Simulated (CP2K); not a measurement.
# Sb under changes of volume

One of the cells (30.206 Å³/atom); the others are scaled copies at fixed shape and fractional positions:

```
CELL_PARAMETERS angstrom
4.50666 0.00000 0.00000
2.44723 3.78432 0.00000
2.44723 1.33179 3.54223
ATOMIC_POSITIONS crystal
Sb 0.76651 0.76651 0.76651
Sb 0.23349 0.23349 0.23349
```

- Program: CP2K 2026.2
- Functional: PBEsol
- Potentials or basis: POTENTIAL_UZH Sb GTH-PBE-q5; TZVP-MOLOPT-PBE-GTH basis
- Density cutoff: 6123 eV
- k mesh: 8 × 8 × 8
- Occupations: fermi-dirac, width 0.05 eV
- Spin: no spin polarisation

```csv
volume (Å³/atom),energy over the lowest point (meV/atom),pressure (GPa),largest force (eV/Å)
28.393,?,?,?
28.998,39.35,5.4,0.555
29.602,21.91,3.9,0.433
30.206,9.90,2.5,0.319
30.810,2.77,1.3,0.212
31.414,0.00,0.2,0.112
32.018,1.18,-0.8,0.019
```

What does the run at 28.393 Å³/atom give?

Energy over the lowest point 62.86 meV/atom; pressure 7.1 GPa; largest force 0.684 eV/Å.

Worked out: A Birch-Murnaghan fit of order 3 (a polynomial in V^(-2/3)) to the other rows has its minimum at 31.53 Å³/atom with B0 = V·E''(V) = 53 GPa and B' = 4.6 at fixed shape and positions, which overstates the stiffness. It gives 62.88 meV/atom at 28.393 Å³/atom, against the run's 62.86, and -dE/dV = 7.1 GPa, against 7.1.

Energies are extrapolated to zero smearing.

Caveats: the potentials were made for another functional, which shifts forces and pressure; the basis of atomic orbitals isn't converged, which shifts pressures, moduli and gaps.
